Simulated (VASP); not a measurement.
# BaZrO₃: extra electron on Zr

BaZrO₃, Pm-3m (no. 221), 60 atoms in the cell. PBE, DFT+U, excess carrier in a supercell; PAW potentials Ba_sv, Zr_sv, O (PBE set).

Charge (e): -1; Cation: Zr.

## Input

INCAR.step1:
```
SYSTEM = BaZrO3
PREC = Accurate
ENCUT = 600
EDIFF = 1E-7
ISMEAR = 0
SIGMA = 0.05
ALGO = Normal
LREAL = .False.
LASPH = .True.
NELM = 100
LWAVE = .False.
LCHARG = .False.
IBRION = 2
NSW = 30
ISIF = 3
EDIFFG = -0.005
LDAU = .True.
LDAUTYPE = 2
LDAUL = -1 2 -1
LDAUU = 0 5 0
LDAUJ = 0 0 0
LMAXMIX = 4
KPAR = 4
```

INCAR.step2:
```
SYSTEM = BaZrO3
PREC = Accurate
ENCUT = 460
EDIFF = 1E-6
ISMEAR = 0
SIGMA = 0.05
ALGO = Normal
LREAL = Auto
LASPH = .True.
NELM = 100
LWAVE = .False.
LCHARG = .False.
LORBIT = 11
LDAU = .True.
LDAUTYPE = 2
LDAUL = -1 2 -1
LDAUU = 0 5 0
LDAUJ = 0 0 0
LMAXMIX = 4
KPAR = 2
NCORE = 2
```

INCAR.step3, as INCAR.step2 but for:
```
+ ISPIN = 2
+ MAGMOM = 0.0 0.0 0.0 0.0 0.0 0.0 0.0 0.0 0.0 0.0 0.0 0.0 0.083 0.083 0.083 0.083 0.083 0.083 0.083 0.083 0.083 0.083 0.083 0.083 0.0 0.0 0.0 0.0 0.0 0.0 0.0 0.0 0.0 0.0 0.0 0.0 0.0 0.0 0.0 0.0 0.0 0.0 0.0 0.0 0.0 0.0 0.0 0.0 0.0 0.0 0.0 0.0 0.0 0.0 0.0 0.0 0.0 0.0 0.0 0.0
+ NUPDOWN = 1
+ NELECT = 481.0
```

INCAR.step4:
```
SYSTEM = BaZrO3
PREC = Accurate
ENCUT = 460
EDIFF = 1E-5
ISMEAR = 0
SIGMA = 0.05
ALGO = Normal
LREAL = Auto
LASPH = .True.
NELM = 100
LWAVE = .False.
LCHARG = .False.
ISPIN = 2
LORBIT = 11
LDAU = .True.
LDAUTYPE = 2
LDAUL = -1 2 -1
LDAUU = 0 5 0
LDAUJ = 0 0 0
LMAXMIX = 4
KPAR = 2
NCORE = 2
MAGMOM = 0.0 0.0 0.0 0.0 0.0 0.0 0.0 0.0 0.0 0.0 0.0 0.0 1.0 0.0 0.0 0.0 0.0 0.0 0.0 0.0 0.0 0.0 0.0 0.0 0.0 0.0 0.0 0.0 0.0 0.0 0.0 0.0 0.0 0.0 0.0 0.0 0.0 0.0 0.0 0.0 0.0 0.0 0.0 0.0 0.0 0.0 0.0 0.0 0.0 0.0 0.0 0.0 0.0 0.0 0.0 0.0 0.0 0.0 0.0 0.0
NUPDOWN = 1
ISYM = 0
IBRION = 2
NSW = 40
EDIFFG = -0.03
NELECT = 481.0
```

KPOINTS.step1:
```
k-points
0
Gamma
  5 5 5
```

KPOINTS.step2:
```
k-points
0
Gamma
  1 2 2
```

POSCAR.step1:
```
BaZrO3
1.0
    4.1913400000      0.0000000000      0.0000000000
    0.0000000000      4.1913400000      0.0000000000
    0.0000000000      0.0000000000      4.1913400000
Ba Zr O
1 1 3
Direct
    0.0000000000      0.0000000000      0.0000000000
    0.5000000000      0.5000000000      0.5000000000
    0.5000000000      0.5000000000      0.0000000000
    0.5000000000      0.0000000000      0.5000000000
    0.0000000000      0.5000000000      0.5000000000
```

POSCAR.step2:
```
BaZrO3
1.0
   12.8333722245      0.0000000000      0.0000000000
    0.0000000000      8.5555814830      0.0000000000
    0.0000000000      0.0000000000      8.5555814830
Ba Zr O
12 12 36
Direct
    0.0000000000      0.0000000000      0.0000000000
    0.0000000000      0.0000000000      0.5000000000
    0.0000000000      0.5000000000      0.0000000000
    0.0000000000      0.5000000000      0.5000000000
    0.3333333330      0.0000000000      0.0000000000
    0.3333333330      0.0000000000      0.5000000000
    0.3333333330      0.5000000000      0.0000000000
    0.3333333330      0.5000000000      0.5000000000
    0.6666666670      0.0000000000      0.0000000000
    0.6666666670      0.0000000000      0.5000000000
    0.6666666670      0.5000000000      0.0000000000
    0.6666666670      0.5000000000      0.5000000000
    0.1666666670      0.2500000000      0.2500000000
    0.1666666670      0.2500000000      0.7500000000
    0.1666666670      0.7500000000      0.2500000000
    0.1666666670      0.7500000000      0.7500000000
    0.5000000000      0.2500000000      0.2500000000
    0.5000000000      0.2500000000      0.7500000000
    0.5000000000      0.7500000000      0.2500000000
    0.5000000000      0.7500000000      0.7500000000
    0.8333333330      0.2500000000      0.2500000000
    0.8333333330      0.2500000000      0.7500000000
    0.8333333330      0.7500000000      0.2500000000
    0.8333333330      0.7500000000      0.7500000000
    0.1666666670      0.2500000000      0.0000000000
    0.1666666670      0.2500000000      0.5000000000
    0.1666666670      0.7500000000      0.0000000000
    0.1666666670      0.7500000000      0.5000000000
    0.5000000000      0.2500000000      0.0000000000
    0.5000000000      0.2500000000      0.5000000000
    0.5000000000      0.7500000000      0.0000000000
    0.5000000000      0.7500000000      0.5000000000
    0.8333333330      0.2500000000      0.0000000000
    0.8333333330      0.2500000000      0.5000000000
    0.8333333330      0.7500000000      0.0000000000
    0.8333333330      0.7500000000      0.5000000000
    0.1666666670      0.0000000000      0.2500000000
    0.1666666670      0.0000000000      0.7500000000
    0.1666666670      0.5000000000      0.2500000000
    0.1666666670      0.5000000000      0.7500000000
    0.5000000000      0.0000000000      0.2500000000
    0.5000000000      0.0000000000      0.7500000000
    0.5000000000      0.5000000000      0.2500000000
    0.5000000000      0.5000000000      0.7500000000
    0.8333333330      0.0000000000      0.2500000000
    0.8333333330      0.0000000000      0.7500000000
    0.8333333330      0.5000000000      0.2500000000
    0.8333333330      0.5000000000      0.7500000000
    0.0000000000      0.2500000000      0.2500000000
    0.0000000000      0.2500000000      0.7500000000
    0.0000000000      0.7500000000      0.2500000000
    0.0000000000      0.7500000000      0.7500000000
    0.3333333330      0.2500000000      0.2500000000
    0.3333333330      0.2500000000      0.7500000000
    0.3333333330      0.7500000000      0.2500000000
    0.3333333330      0.7500000000      0.7500000000
    0.6666666670      0.2500000000      0.2500000000
    0.6666666670      0.2500000000      0.7500000000
    0.6666666670      0.7500000000      0.2500000000
    0.6666666670      0.7500000000      0.7500000000
```

POSCAR.step4:
```
BaZrO3
1.0
   12.8333722245      0.0000000000      0.0000000000
    0.0000000000      8.5555814830      0.0000000000
    0.0000000000      0.0000000000      8.5555814830
Ba Zr O
12 12 36
Direct
    0.0000000000      0.0000000000      0.0000000000
    0.0000000000      0.0000000000      0.5000000000
    0.0000000000      0.5000000000      0.0000000000
    0.0000000000      0.5000000000      0.5000000000
    0.3333333330      0.0000000000      0.0000000000
    0.3333333330      0.0000000000      0.5000000000
    0.3333333330      0.5000000000      0.0000000000
    0.3333333330      0.5000000000      0.5000000000
    0.6666666670      0.0000000000      0.0000000000
    0.6666666670      0.0000000000      0.5000000000
    0.6666666670      0.5000000000      0.0000000000
    0.6666666670      0.5000000000      0.5000000000
    0.1666666670      0.2500000000      0.2500000000
    0.1666666670      0.2500000000      0.7500000000
    0.1666666670      0.7500000000      0.2500000000
    0.1666666670      0.7500000000      0.7500000000
    0.5000000000      0.2500000000      0.2500000000
    0.5000000000      0.2500000000      0.7500000000
    0.5000000000      0.7500000000      0.2500000000
    0.5000000000      0.7500000000      0.7500000000
    0.8333333330      0.2500000000      0.2500000000
    0.8333333330      0.2500000000      0.7500000000
    0.8333333330      0.7500000000      0.2500000000
    0.8333333330      0.7500000000      0.7500000000
    0.1666666670      0.2500000000      0.9899597710
    0.1666666670      0.2500000000      0.5100402290
    0.1666666670      0.7500000000      0.0000000000
    0.1666666670      0.7500000000      0.5000000000
    0.5000000000      0.2500000000      0.0000000000
    0.5000000000      0.2500000000      0.5000000000
    0.5000000000      0.7500000000      0.0000000000
    0.5000000000      0.7500000000      0.5000000000
    0.8333333330      0.2500000000      0.0000000000
    0.8333333330      0.2500000000      0.5000000000
    0.8333333330      0.7500000000      0.0000000000
    0.8333333330      0.7500000000      0.5000000000
    0.1666666670      0.9899597710      0.2500000000
    0.1666666670      0.0000000000      0.7500000000
    0.1666666670      0.5100402290      0.2500000000
    0.1666666670      0.5000000000      0.7500000000
    0.5000000000      0.0000000000      0.2500000000
    0.5000000000      0.0000000000      0.7500000000
    0.5000000000      0.5000000000      0.2500000000
    0.5000000000      0.5000000000      0.7500000000
    0.8333333330      0.0000000000      0.2500000000
    0.8333333330      0.0000000000      0.7500000000
    0.8333333330      0.5000000000      0.2500000000
    0.8333333330      0.5000000000      0.7500000000
    0.9933065140      0.2500000000      0.2500000000
    0.0000000000      0.2500000000      0.7500000000
    0.0000000000      0.7500000000      0.2500000000
    0.0000000000      0.7500000000      0.7500000000
    0.3400268200      0.2500000000      0.2500000000
    0.3333333330      0.2500000000      0.7500000000
    0.3333333330      0.7500000000      0.2500000000
    0.3333333330      0.7500000000      0.7500000000
    0.6666666670      0.2500000000      0.2500000000
    0.6666666670      0.2500000000      0.7500000000
    0.6666666670      0.7500000000      0.2500000000
    0.6666666670      0.7500000000      0.7500000000
```

Commands (each step's output is kept before the next begins):
```
cat potpaw_PBE.64/Ba_sv/POTCAR potpaw_PBE.64/Zr_sv/POTCAR potpaw_PBE.64/O/POTCAR > POTCAR
cp INCAR.step1 INCAR
cp KPOINTS.step1 KPOINTS
cp POSCAR.step1 POSCAR
mpirun -np 4 vasp_std > vasp.out
rm WAVECAR CHG
cp INCAR.step2 INCAR
cp KPOINTS.step2 KPOINTS
cp POSCAR.step2 POSCAR
mpirun -np 4 vasp_std > vasp.out
rm WAVECAR CHG
cp INCAR.step3 INCAR
mpirun -np 4 vasp_std > vasp.out
rm WAVECAR CHG
cp INCAR.step4 INCAR
cp POSCAR.step4 POSCAR
mpirun -np 4 vasp_std > vasp.out
```

## Result

- Trapped less spread-out state (eV): 0.000
- Largest moment of a site (μB): 0.06
- The same in the spread-out state (μB): 0.06
- Change of that cation's bonds (Å): 0.001
- Electron's level over the valence top (eV): 3.75
- Host's gap (eV): 3.77
- Trapped: no

Supercell on the primitive cell's vectors: (3 0 0), (0 2 0), (0 0 2).

Limits: whether the electron traps hangs on U and on the cell's size; the cell is charged against a uniform background and no finite-size correction is added.

VASP 6.6.1 took 2994 s on 4 cores (Intel Xeon 6975P-C (Granite Rapids)), a shared host.
